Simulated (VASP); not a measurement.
# SnO₂: convergence, charged layer

SnO₂, sheet, 3 atoms in the cell. PBE; PAW potentials O, Sn_d (PBE set). VASP 6.6.1.

Wanted: energies over the neutral cell within 0.003 eV.

In-plane mesh in multiples of three: yes; Starting cell: layer relaxed first with the same functional; Charge step (e per cell): 0.02.

POSCAR of the starting run:
```
SnO2
1.0
    3.2342423381      0.0000000000      0.0000000000
    1.6171211690      2.8009360267      0.0000000000
    0.0000000000      0.0000000000     16.0246751467
O Sn
2 1
Direct
    0.0000000000      0.0000000000      0.4368263279
    0.6666666667      0.6666666667      0.5631736721
    0.3333333333      0.3333333333      0.5000000000
```

The series start from vacuum (Å): 14; truncation: LCOARSEN F, default padding; k spacing (1/Å): 0.2; Smearing SIGMA (eV): 0.05; Cutoff ENCUT (eV): 525; PREC: Accurate; ALGO: Normal. Each series keeps the choices made before it, and each single choice may use up half of a tolerance. Times cover all steps of a run.

## Vacuum (Å)

| Vacuum (Å) | Energies over the neutral cell, largest deviation (eV) | Time (s) |
|---|---|---|
| 6 | 0.0001 | 26 |
| 8 | 0.0000 | 36 |
| 11 | 0.0000 | 50 |
| 14 | 0.0000 | 107 |
| 18 (reference) | 0.0000 | 77 |

Chosen: 6, the loosest value from which every tighter one stays within half of the tolerance.

## Truncation

| Truncation | Energies over the neutral cell, largest deviation (eV) | Time (s) |
|---|---|---|
| LCOARSEN F, default padding | 0.0000 | 26 |
| LCOARSEN T | 0.0000 | 24 |
| IPAD 1, FACTOR 0.5 | 0.0155 | 26 |

Chosen: LCOARSEN F, default padding; no other choice that stays within half of the tolerance saves 30 % of the time.

## k spacing (1/Å)

| k spacing (1/Å) | Energies over the neutral cell, largest deviation (eV) | Time (s) |
|---|---|---|
| 0.5 | 0.0001 | 18 |
| 0.3 | 0.0000 | 21 |
| 0.2 | 0.0000 | 26 |
| 0.14 | 0.0000 | 39 |
| 0.1 (reference) | 0.0000 | 52 |

Chosen: 0.5.

## Smearing SIGMA (eV)

| Smearing SIGMA (eV) | Energies over the neutral cell, largest deviation (eV) | Time (s) |
|---|---|---|
| 0.2 | 0.0028 | 18 |
| 0.1 | 0.0013 | 18 |
| 0.05 | 0.0005 | 18 |
| 0.02 (reference) | 0.0000 | 18 |

Chosen: 0.1.

## Cutoff ENCUT (eV)

| Cutoff ENCUT (eV) | Energies over the neutral cell, largest deviation (eV) | Time (s) |
|---|---|---|
| 320 | 0.0008 | 12 |
| 400 | 0.0002 | 15 |
| 460 | 0.0000 | 17 |
| 525 | 0.0001 | 18 |
| 600 | 0.0000 | 22 |
| 725 (reference) | 0.0000 | 24 |

Chosen: 320.

## PREC

| PREC | Energies over the neutral cell, largest deviation (eV) | Time (s) |
|---|---|---|
| Accurate | 0.0000 | 12 |
| Normal | 0.0000 | 6.9 |

Chosen: Normal, the fastest of those that stay within half of the tolerance.

## ALGO

| ALGO | Energies over the neutral cell, largest deviation (eV) | Time (s) |
|---|---|---|
| Normal | 0.0000 | 6.9 |
| Fast | 0.0000 | 7.4 |

Chosen: Normal.

## All choices together

| Input | Energies over the neutral cell, largest deviation (eV) | Time (s) |
|---|---|---|
| uniform background, no truncation (naive) | 0.0632 | 75 |
| chosen settings | 0.0003 | 6.9 |
| reference settings throughout | 0.0000 | 293 |

The tolerance is met.

Values of the reference run: Energies over the neutral cell: 0.1629, 0.08228, 0 eV over the neutral cell.

## The input

INCAR.step1:
```
SYSTEM = SnO2
ALGO = Normal
EDIFF = 1E-6
ENCUT = 320
GGA = PE
ISMEAR = 0
KERNEL_TRUNCATION/IDIMENSIONALITY = 2
KERNEL_TRUNCATION/ISURFACE = 3
KERNEL_TRUNCATION/LCOARSEN = .False.
KERNEL_TRUNCATION/LTRUNCATE = .True.
KPAR = 4
LASPH = .True.
LCHARG = .False.
LREAL = .False.
LWAVE = .False.
NELM = 150
PREC = Normal
SIGMA = 0.1
```

INCAR.step2, as INCAR.step1 but for:
```
+ NELECT = 25.98
```

INCAR.step3 changes the same tag again: NELECT = 25.99.

KPOINTS:
```
Automatic mesh
0
Gamma
  6 6 1
  0 0 0
```

POSCAR:
```
SnO2
1.0
    3.2342423381      0.0000000000      0.0000000000
    1.6171211690      2.8009360267      0.0000000000
    0.0000000000      0.0000000000      8.0246751467
O Sn
2 1
Direct
    0.0000000000      0.0000000000      0.3738469091
    0.6666666667      0.6666666667      0.6261530909
    0.3333333333      0.3333333333      0.5000000000
```

Commands (each step's output is kept before the next begins):
```
cat potpaw_PBE.64/O/POTCAR potpaw_PBE.64/Sn_d/POTCAR > POTCAR
cp INCAR.step1 INCAR
mpirun -np 4 vasp_std > vasp.out
rm WAVECAR CHG
cp INCAR.step2 INCAR
mpirun -np 4 vasp_std > vasp.out
rm WAVECAR CHG
cp INCAR.step3 INCAR
mpirun -np 4 vasp_std > vasp.out
```

Limits: An infinite charged layer has no vacuum level far away: the truncated interaction sets the zero in the layer itself, so the energy per hole falls with the charge and equals the ionisation potential only at small charge.

The chosen input took VASP 6.6.1 6.9 s on 4 cores (AMD EPYC 7R43 (Zen 3)), a shared host.

## An input that fails: LDIPOL on a charged cell that isn't cubic

VASP's message: LDIPOL = .TRUE. must be selected only for cubic supercells, since the quadrupole corrections are currently only implemented for this specific geometry. Please change your box, or set ….

Changes against the starting input:
```
(all steps)
- KERNEL_TRUNCATION/LTRUNCATE = True
- KERNEL_TRUNCATION/IDIMENSIONALITY = 2
- KERNEL_TRUNCATION/ISURFACE = 3
- KERNEL_TRUNCATION/LCOARSEN = False
+ LDIPOL = True
+ IDIPOL = 3
+ DIPOL = 0.5 0.5 0.5
+ AMIN = 0.01
```
